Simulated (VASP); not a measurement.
A run of VASP 6.6.1:

The input INCAR:

```
SYSTEM = AlP
PREC = Accurate
ENCUT = 520
EDIFF = 1E-8
ISMEAR = 0
SIGMA = 0.01
LREAL = .FALSE.
LASPH = .TRUE.
NELM = 100
ALGO = Normal
ISIF = 2
LWAVE = .FALSE.
LCHARG = .FALSE.
GGA = PE
IBRION = 8
NSW = 1
LEPSILON = .TRUE.
```

The input KPOINTS:

```
regular mesh
0
G
  8 8 8
  0 0 0
```

Contents of POSCAR:

```
AlP
1.0
    0.0000000000      2.7536699453      2.7536699453
    2.7536699453      0.0000000000      2.7536699453
    2.7536699453      2.7536699453      0.0000000000
Al P
1 1
Direct
    0.0000000000      0.0000000000      0.0000000000
    0.7500000000      0.7500000000      0.7500000000
```

Potentials or basis: VASP PAW PBE potentials, release 64 (Al, P).

The run is started by

```sh
$ cat potpaw_PBE.64/Al/POTCAR potpaw_PBE.64/P/POTCAR > POTCAR
$ mpirun -np 1 vasp_std > vasp.out
```

Hardware: 1 thread of Intel(R) Xeon(R) Platinum 8488C (Sapphire Rapids), on a shared host.

**Question.** How long does it take, and how much memory?

**Answer.** It took 4.4 min on 1 thread of Intel(R) Xeon(R) Platinum 8488C (Sapphire Rapids) (shared host), peak memory 0.24 GiB. Counts: scf iterations 124, k points 29.
